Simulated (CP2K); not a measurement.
Runs of CP2K 2026.2 on AlN. Symmetry: P6_3mc, No. 186, hexagonal system. The conventional cell has a = 3.113 Å, b = 3.113 Å, c = 4.981 Å, α = 90.00°, β = 90.00°, γ = 120.00°. Around Al (site symmetry 3m) lie 4 N at 1.89 Å. Around N (site symmetry 3m) lie 4 Al at 1.89 Å. 

| task | level | potentials or basis | smearing | EPS_DEFAULT | NGRIDS | points a segment of the path (NPOINTS) | bands added on the path | CUTOFF of the grids | gap on the mesh (eV) | pressure (GPa) | largest force (eV/Å) |
| --- | --- | --- | --- | --- | --- | --- | --- | --- | --- | --- | --- |
| band structure | TB-mBJ | POTENTIAL_UZH Al GTH-PBE-q3, N GTH-PBE-q5; TZVP-MOLOPT-PBE-GTH basis | fermi-dirac 0.01 eV | 1.0E-9 | 5 | 10 | 6 | 675 Ry | 4.95 | - | - |
| band structure | LDA | GTH_POTENTIALS Al GTH-PADE-q3, N GTH-PADE-q5; TZVP-MOLOPT-PBE-GTH basis | fermi-dirac 0.05 eV | 1.0E-9 | 5 | 8 | 2 | 450 Ry | 4.25 | -5.8 | 0.11 |
| electron localisation function | LDA | GTH_POTENTIALS Al GTH-PADE-q3, N GTH-PADE-q5; TZVP-MOLOPT-PBE-GTH basis | fermi-dirac 0.05 eV | 1.0E-10 | 4 | - | - | 450 Ry | 4.25 | -5.8 | 0.11 |
| band structure | PBE | POTENTIAL_UZH Al GTH-PBE-q3, N GTH-PBE-q5; TZVP-MOLOPT-PBE-GTH basis | fermi-dirac 0.05 eV | 1.0E-10 | 5 | 8 | 6 | 450 Ry | (a) | 2.7 | - |
| band structure | PBEsol | POTENTIAL_UZH Al GTH-PBE-q3, N GTH-PBE-q5; TZVP-MOLOPT-PBE-GTH basis | fermi-dirac 0.01 eV | 1.0E-9 | 5 | 10 | 4 | 450 Ry | 4.12 | 2.4 | - |
| band structure | r2SCAN | POTENTIAL_UZH Al GTH-SCAN-q3, N GTH-SCAN-q5; TZVP-MOLOPT-SCAN-GTH basis | fermi-dirac 0.0259 eV | 1.0E-9 | 4 | 10 | 2 | 675 Ry | 4.89 | -3.4 | (b) |
| single point | PBEsol | POTENTIAL_UZH Al GTH-PBE-q3, N GTH-PBE-q5; TZVP-MOLOPT-PBE-GTH basis | gaussian 0.1 eV | 1.0E-10 | 4 | - | - | 450 Ry | 4.12 | 2.4 | - |

Alike in all rows: no spin polarisation; cell as given; k mesh 10 × 10 × 6.

Question: Fill in the values left out.

Answer: (a) 4.24; (b) 0.14.

Caveats: the basis of atomic orbitals isn't converged, which shifts pressures, moduli and gaps; the potentials were made for another functional, which shifts forces and pressure (some runs); the forces don't sum to zero, a sign of grid noise (some runs); this is a model potential without an energy functional, so only levels have meaning (some runs).

A k mesh can miss the band edges.

Not every run made on this cell is shown here.
